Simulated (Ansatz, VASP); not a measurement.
## CdS in VASP and in Ansatz

```
Cd S
1.0
     4.19732    0.00000    0.00000
    -2.09866    3.63498    0.00000
     0.00000    0.00000    6.83073
Cd S
2 2
Direct
  0.66667 0.33333 0.50026
  0.33333 0.66667 0.00026
  0.66667 0.33333 0.87674
  0.33333 0.66667 0.37674
```

Alike in both runs: functional PBE; k mesh 6 × 6 × 4; occupations gaussian, width 0.02 eV; no spin polarisation.

Ansatz relaxed the structure, and its values are those at the end. VASP's run is a single point on that final structure, the one shown.

|  | VASP | Ansatz |
| --- | --- | --- |
| version | VASP 6.6.1 | Ansatz 0.2.0 |
| potentials or method | VASP PAW PBE potentials, release 64 (Cd, S) | scalar-relativistic, plane waves, PAW |
| plane-wave cutoff (eV) | 520 | 420 |
| valence electrons in the cell | 36 | 52 |

```csv
,VASP,Ansatz,Ansatz less VASP
gap on the k mesh at the Fermi level (eV),1.11,1.11,-0.001
least direct gap on the mesh (eV),1.11,1.11,-0.001
pressure (GPa),0.3,0.0,-0.29
```

The two sets of potentials don't hold the same shells in valence.
